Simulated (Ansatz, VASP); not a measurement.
One calculation of KI, two programs

```xyz
2
Lattice="0.0000 3.5246 3.4188 3.5246 0.0000 3.4188 3.5246 3.5246 0.0000" Properties=species:S:1:pos:R:3 pbc="T T T"
K     0.0000    0.0000    0.0000
I     3.5246    3.5246    3.4188
```

Change from the starting cell: strain -0.0300 x Voigt [0, 0, 1, 0, 0, 0], atoms carried along.

Alike in both runs: task single point; functional PBE; k mesh 6 × 6 × 6; occupations gaussian, width 0.05 eV; no spin polarisation.

|  | VASP | Ansatz |
| --- | --- | --- |
| version | VASP 6.6.1 | Ansatz 0.2.0 |
| potentials or method | VASP PAW PBE potentials, release 64 (K_sv, I) | scalar-relativistic, plane waves, PAW |
| plane-wave cutoff (eV) | 520 | 420 |
| valence electrons in the cell | 16 | 26 |

VASP gave:

```
gap on the k mesh at the Fermi level (eV)       : 4.04
least direct gap on the mesh (eV)               : 4.04
pressure (GPa)                                  : 1.2
largest component of the traceless stress (GPa) : 0.70
```

Q: Which values does Ansatz return?

A: gap on the k mesh at the Fermi level (eV): 4.05; least direct gap on the mesh (eV): 4.05; pressure (GPa): 1.2; largest component of the traceless stress (GPa): 0.69.

The two sets of potentials don't hold the same shells in valence.

Caveats: spin-orbit coupling is left out, which moves the levels of the heavy elements.
